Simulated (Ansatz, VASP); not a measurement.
**Two plane-wave programs on Hg**

```
CELL_PARAMETERS angstrom
4.84833 0.00000 0.00000
0.00000 4.84833 0.00000
0.00000 0.00000 4.84833
ATOMIC_POSITIONS crystal
Hg 0.50000 0.00000 0.00000
Hg 0.00000 0.50000 0.00000
Hg 0.00000 0.00000 0.50000
```

Alike in both runs: functional PBE; k mesh 4 × 4 × 4; occupations gaussian, width 0.1 eV; no spin polarisation.

Ansatz relaxed the structure, and its values are those at the end. VASP's run is a single point on that final structure, the one shown.

|  | VASP | Ansatz |
| --- | --- | --- |
| version | VASP 6.6.1 | Ansatz 0.2.0 |
| potentials or method | VASP PAW PBE potentials, release 64 (Hg) | scalar-relativistic, plane waves, PAW |
| plane-wave cutoff (eV) | 520 | 420 |
| valence electrons in the cell | 36 | 60 |

```csv
,VASP,Ansatz,Ansatz less VASP
gap on the k mesh at the Fermi level (eV),none,none,-
pressure (GPa),0.1,0.1,-0.02
```

A gap of «none» marks a metal or a gap that the smearing closes. The two sets of potentials don't hold the same shells in valence.

Spin-orbit coupling is left out, which matters for the levels of Hg.
